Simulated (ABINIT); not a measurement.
# Quasiparticle gap of BeTe (F-43m) in ABINIT, part 3 of 3

How does a plane-wave GW calculation on BeTe (F-43m) run from the first input to the gap?

ABINIT 10.8.3; PBE and many-body steps on it, plane waves. Known limits of the many-body steps: not at the basis limit; exchange with frozen shells missing; no spin-orbit coupling; coarse k mesh.

So far. Step 4 (Empty states on the mesh, 4×4×4 mesh, 136 bands): On this mesh the gap is 2.028 eV. Step 5 (Screening, 4×4×4 mesh, 128 bands, screening to 163.3 eV): Local fields lower ε∞ by 12 %. On a Γ-centred mesh this coarse the value itself is usually too large, while a short band sum pulls it down.

### 6. Self-energy, 4×4×4 mesh, 128 bands, screening to 163.3 eV

The self-energy is evaluated for the states that the input lists, and the levels follow from it, in one-shot runs by the linearised quasiparticle equation.

This step: G0W0 on PBE, plane waves, norm-conserving pseudopotentials.

Input file run.abi:

```
acell 3*1.0 Angstrom
rprim 
  -0.000000000000 2.831458787600 2.831458787600
  2.831458787600 0.000000000000 2.831458787600
  2.831458787600 2.831458787600 0.000000000000
ntypat 2
znucl 4 52
natom 2
typat 1 2
xred 
  0.000000000000 0.000000000000 0.000000000000
  0.750000000000 0.750000000000 0.750000000000
pp_dirpath "pseudos"
pseudos "Be.upf, Te.upf"
ecut 38
ngkpt 4 4 4
nshiftk 1
shiftk 0 0 0
kptopt 1
chksymbreak 0
istwfk *1
occopt 1
irdwfk 1
optdriver 4
nband 128
gwcalctyp 0
ecutsigx 38
symsigma 1
nkptgw 2
kptgw 
  0.0000000000 0.0000000000 0.0000000000
  0.5000000000 0.5000000000 0.0000000000
bdgw 
  8 13
  9 12
ecuteps 6
irdscr 1
ppmodel 1
indata_prefix "in"
outdata_prefix "out"
tmpdata_prefix "tmp"
```

The run is started by

```bash
OMP_NUM_THREADS=1 mpirun -n 8 abinit run.abi > log
```

Numbers of over 12 decimals in the logs are rounded to 6 here.

Output:

```text
.Version 10.8.3 of ABINIT. v10.8.2 released Aug 2026.

 Symmetries : space group F-4 3 m (#216); Bravais cF (face-center cubic)
[... echo of the input left out ...]
== DATASET  1 ==================================================================
-   mpi_nproc: 8, omp_nthreads: 1 (-1 if OMP is not activated)

--- !DatasetInfo
iteration_state: {dtset: 1, }
dimensions: {natom: 2, nkpt: 8, mband: 128, nsppol: 1, nspinor: 1, nspden: 1, mpw: 3479, }
cutoff_energies: {ecut:  38.0, pawecutdg:  -1.0, }
electrons: {nelect:   2.00000000E+01, charge:   0.00000000E+00, occopt:   1.00000000E+00, tsmear:   1.00000000E-02, }

 SIGMA: Calculation of the GW corrections

 Based on a program developped by R.W. Godby, V. Olevano, G. Onida, and L. Reining.
 Incorporated in ABINIT by V. Olevano, G.-M. Rignanese, and M. Torrent.
.Using double precision arithmetic ; gwpc =  8

[... cell and pseudopotentials left out ...]
--------------------------------------------------------------------------------

 ==== K-mesh for the wavefunctions ====
 Number of points in the irreducible wedge :     8
[... list of points left out ...]
 Together with 24 symmetry operations and time-reversal symmetry
 yields    64 points in the full Brillouin Zone.

 ==== Q-mesh for screening function ====
 Number of points in the irreducible wedge :     8
[... list of points left out ...]
 Together with 24 symmetry operations and time-reversal symmetry
 yields    64 points in the full Brillouin Zone.

 vcoul_init : cutoff-mode = AUXILIARY_FUNCTION
 q-points for optical limit:   1
     1)      0.000010    0.000020    0.000030
 setmesh: FFT mesh size selected  =    45x   45x   45
          total number of points  =        91125

 Number of electrons calculated from density =   20.0000; Expected =   20.0000
 average of density, n =  0.065279
 r_s =    1.5407
 omega_plasma =   24.6457 [eV]

 === KS Band Gaps ===
  >>>> For spin  1
   Minimum direct gap =   3.6577 [eV], located at k-point      :   0.0000  0.0000  0.0000
   Fundamental gap    =   2.0277 [eV], Top of valence bands at :   0.0000  0.0000  0.0000
                                       Bottom of conduction at :   0.5000  0.5000  0.0000
 SIGMA fundamental parameters:
 PLASMON POLE MODEL  1
 number of plane-waves for SigmaX                 3479
 number of plane-waves for SigmaC and W            181
 number of plane-waves for wavefunctions          3479
 number of bands                                   128
 number of independent spin polarizations            1
 number of spinorial components                      1
 number of k-points in IBZ                           8
 number of q-points in IBZ                           8
 number of symmetry operations                      24
 number of k-points in BZ                           64
 number of q-points in BZ                           64
 number of frequencies for dSigma/dE                 9
 frequency step for dSigma/dE [eV]                0.25
 number of omega for Sigma on real axis              0
 max omega for Sigma on real axis  [eV]           0.00
 zcut for avoiding poles [eV]                     0.10

 EPSILON^-1 parameters (SCR file):
 dimension of the eps^-1 matrix on file            181
 dimension of the eps^-1 matrix used               181
 number of plane-waves for wavefunctions          3479
 number of bands                                   128
 number of q-points in IBZ                           8
 number of frequencies                               2
 number of real frequencies                          1
 number of imag frequencies                          1

 matrix elements of self-energy operator (all in [eV])

 Perturbative Calculation

--- !SelfEnergy_ee
iteration_state: {dtset: 1, }
kpoint     : [   0.000,    0.000,    0.000, ]
spin       : 1
KS_gap     :    3.658
QP_gap     :    5.269
Delta_QP_KS:    1.611
data: !SigmaeeData |
     Band     E0 <VxcDFT>   SigX SigC(E0)      Z dSigC/dE  Sig(E)    E-E0       E
        8   3.976 -12.500 -15.274   1.254   0.801  -0.248 -13.717  -1.217   2.759
        9   3.976 -12.500 -15.274   1.254   0.801  -0.248 -13.717  -1.217   2.759
       10   3.976 -12.500 -15.274   1.254   0.801  -0.248 -13.717  -1.217   2.759
       11   7.634 -10.184  -5.535  -4.156   0.800  -0.250  -9.790   0.394   8.028
       12   7.634 -10.184  -5.535  -4.156   0.800  -0.250  -9.790   0.394   8.028
       13   7.634 -10.184  -5.535  -4.156   0.800  -0.250  -9.790   0.394   8.028

--- !SelfEnergy_ee
iteration_state: {dtset: 1, }
kpoint     : [   0.500,    0.500,    0.000, ]
spin       : 1
KS_gap     :    4.602
QP_gap     :    5.945
Delta_QP_KS:    1.343
data: !SigmaeeData |
     Band     E0 <VxcDFT>   SigX SigC(E0)      Z dSigC/dE  Sig(E)    E-E0       E
        9   1.402 -11.287 -14.730   1.884   0.786  -0.272 -12.513  -1.226   0.175
       10   1.402 -11.287 -14.730   1.884   0.786  -0.272 -12.513  -1.226   0.175
       11   6.004  -8.738  -4.785  -3.809   0.814  -0.228  -8.620   0.117   6.121
       12   6.690  -9.543  -5.374  -3.846   0.809  -0.237  -9.282   0.261   6.951

== END DATASET(S) ==============================================================
================================================================================

 -outvars: echo values of variables after computation  --------
           etotal      0.0000000000E+00
            nband         128
             nkpt           8
          spgroup         216
 [... the other variables as echoed above ...]

 Calculation completed.
```

Run time: 4.6 s. Hardware: 8 MPI ranks of Arm Neoverse V2, shared host; peak memory 1.2 GiB; 36 s of CPU time.

Numbers from this step:

- G0W0 gap on the points computed: 3.362 eV
- starting gap on the mesh: 2.028 eV
- k of the valence top: 0, 0, 0
- k of the conduction bottom: 0.5, 0.5, 0
- Z at the valence top: 0.801
- Z at the conduction bottom: 0.814
- least direct G0W0 gap on the computed points: 5.269 eV

The gap on the mesh goes from 2.03 eV to 3.36 eV, a correction of +1.33 eV.

Limits: finite bands, cutoff and mesh; exchange with frozen shells missing; no spin-orbit coupling; coarse k mesh. v1 is the top filled band, c1 the lowest empty one. The levels before and after the correction (eV, zero at the valence-band top of each column):

```csv
,conduction bottom,valence top
Kohn-Sham,2.03,0.00
G0W0,3.36,0.00
```

```csv
,level,energy (eV)
Kohn-Sham,Γ v3-v1,0.000
Kohn-Sham,Γ c1-c3,3.658
Kohn-Sham,(0.5 0.5 0) v2-v1,-2.574
Kohn-Sham,(0.5 0.5 0) c1,2.028
Kohn-Sham,(0.5 0.5 0) c2,2.714
G0W0,Γ v3-v1,0.000
G0W0,Γ c1-c3,5.269
G0W0,(0.5 0.5 0) v2-v1,-2.584
G0W0,(0.5 0.5 0) c1,3.362
G0W0,(0.5 0.5 0) c2,4.192
```

### 7. Where the time went

Times are wall times on 8 MPI ranks of Arm Neoverse V2, shared host, good to a factor of about two.

```csv
step,time,share,memory (GiB)
ground state,5.3 s,9 %,0.61
bands along the symmetry lines,6.9 s,12 %,0.54
empty states on the mesh,29 s,50 %,5.5
screening,12 s,21 %,1.4
self-energy,4.6 s,8 %,1.2
```

### 8. What came out

| Item | Value |
| --- | --- |
| PBE gap | 2.03 eV, indirect |
| G0W0 gap on the mesh | 3.36 eV |
| GW settings | 4×4×4 mesh, 128 bands, screening to 163.3 eV, Godby-Needs plasmon pole |
| known limits | not at the basis limit; exchange with frozen shells missing; no spin-orbit coupling; coarse k mesh |

In words: G0W0 moves the gap on the mesh from 2.03 eV to 3.36 eV (+1.33 eV), with Z of 0.80 and 0.81 at the edges. Local fields lower the RPA ε∞ on this mesh from 10.26 to 8.98; a Γ-centred mesh this coarse tends to raise both, most where the direct gap is narrow, while a short band sum lowers them. Only 2 of the mesh's irreducible points were corrected, so a valley elsewhere could overtake. The dearest step here is «empty states on the mesh». Against experiment, by G0W0@PBE: the gap of 3.36 eV lies +0.56 eV from the measured 2.8 eV (indirect, quoted 1997); the gap of 3.36 eV lies +0.66 eV from the measured 2.7 eV (indirect, quoted 1997). The calculation has static nuclei and no excitons; a measured gap holds zero-point and thermal motion, which mostly lowers it. With atoms this heavy the missing spin-orbit coupling can matter too. Bands and cutoff are finite, so the gap is not at the basis limit. The miss can reach some tenths of an eV and take either sign; the mesh is an error of its own. In the G0W0 run levels were corrected at 2 k points alone, so a gap called «on the mesh» is the least over those, and an edge elsewhere would be missed. The 4×4×4 mesh is coarse for this cell, which bears on the long-range parts of exchange and screening. The norm-conserving file of at least one element keeps a d shell over frozen s and p shells of the same row. Exchange with those shells is missing from the self-energy, an error of 0.3 to 0.9 eV in cases checked, whose sign depends on which edge lies on those atoms.

[Paths, hosts, dates, memory and timing lines, banners, echoed tables and standing remarks are left out of the program output.]

[Logs are printed without paths, hosts, clocks, repeated set-up lines and the standing remarks that a program may print on its own settings, such as how far it seeks lower states.]

[Runs of the session that timed out or met a known fault of the program may be left out.]

[Hosts, paths, dates, database ids (printed as entryN), source tags and the programs' standing remarks are cut or masked in the printed files.]

[G0W0 gaps are taken among the corrected bands and points alone; a level outside them can change the order at an edge.]

[Where Ansatz stands beside ABINIT at settings called matched, ABINIT's density can come from a denser mesh and the files from another edition; pairs whose starting gaps differed by over 0.03 eV were left out, so agreement reads better than it is.]
